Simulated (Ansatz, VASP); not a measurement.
This is a calculation of NiO for Ansatz 0.2.0. 

input.yaml

```yaml
crystal:
  lattice:
    - [0.0, 2.0859016414, 2.0859016414]
    - [2.0859016414, 0.0, 2.0859016414]
    - [2.0859016414, 2.0859016414, 0.0]
  atoms:
    - { symbol: Ni, position: [0.0, 0.0, 0.0], spin: 1.0 }
    - { symbol: O, position: [0.5, 0.5, 0.5] }
kpoints:
  mp_grid: { grid: [11, 11, 11] }
scf:
  occupations: { method: fermi_dirac, width: 0.05 }
hamiltonian:
  xc: revpbe
  dispersion: d4
  pseudopotentials: { kind: all_electron, lapw: { basis_error: 0.001 } }
magnetization:
  spin_polarized: true
output:
  forces: true
  stress: true
relax:
  f_tol: 0.005
  max_steps: 60
  cell: {}
```

Potentials or basis: all-electron LAPW, scalar-relativistic.

Command:

```bash
$ ansatz run input.yaml --threads 2 --pin off --max-ram 6144MiB --backend cpu --events-out ev --progress --plain --runs-dir out
```

Task: Translate it to VASP 6.6.1. Potentials or basis there: PBE PAW files Ni, O, 600 eV.

Result: As run (cutoffs and basis follow the program's own potentials, and thresholds, step limits or extra output files can differ):

File INCAR:

```
PREC     = Accurate       # precision mode
ENCUT    = 600            # plane-wave cutoff, eV
EDIFF    = 1E-6           # SCF threshold, eV
ISMEAR   = -1             # smearing method
SIGMA    = 0.05           # smearing width, eV
LREAL    = F              # projectors in reciprocal space
LASPH    = T              # aspherical terms in the spheres
NELM     = 120            # most SCF steps
ALGO     = Fast           # electronic algorithm
ISIF     = 3              # what is computed and relaxed
LWAVE    = F              # write WAVECAR
LCHARG   = F              # write CHGCAR
ISPIN    = 2              # spin polarisation
MAGMOM   = 1 0            # initial moments
LORBIT   = 11             # projections on sites
LMAXMIX  = 4              # l up to which the mixer works
GGA      = RE             # functional
IVDW     = 13             # dispersion correction
IBRION   = 2              # ionic algorithm
NSW      = 40             # ionic steps
EDIFFG   = -0.005         # ionic threshold
```

File KPOINTS:

```
regular mesh
0
Gamma
  11 11 11
```

The input POSCAR:

```
NiO
1.0
    0.0000000000      2.0859016414      2.0859016414
    2.0859016414      0.0000000000      2.0859016414
    2.0859016414      2.0859016414      0.0000000000
Ni O
1 1
Direct
    0.0000000000      0.0000000000      0.0000000000
    0.5000000000      0.5000000000      0.5000000000
```

Potentials or basis: VASP PAW PBE potentials, release 64 (Ni, O).

Command:

```sh
$ cat potpaw_PBE.64/Ni/POTCAR potpaw_PBE.64/O/POTCAR > POTCAR
$ mpirun -np 1 vasp_std > vasp.out
```

Both were run:

|  | Ansatz | VASP |
| --- | --- | --- |
| Relaxed volume | 9.21 Å³/atom | 9.16 Å³/atom |
| Relaxed cell | a = 2.964 Å, b = 2.964 Å, c = 2.964 Å, α = 60.00°, β = 60.00°, γ = 60.00° | a = 2.959 Å, b = 2.959 Å, c = 2.959 Å, α = 60.00°, β = 60.00°, γ = 60.00° |
| Space group after relaxing | Fm-3m (No. 225) | Fm-3m (No. 225) |
| Pressure after relaxing | 0.0 GPa | 0.0 GPa |
| Net moment | 1.86 μB per cell | 1.80 μB per cell |

VASP's potentials were made for PBE.

Where Ansatz's input types no cutoff or centring, it takes its own default and a Γ-centred mesh.

The magnetic state is the one that the start led to; the real crystal's order can differ.

Pressure is positive in compression.
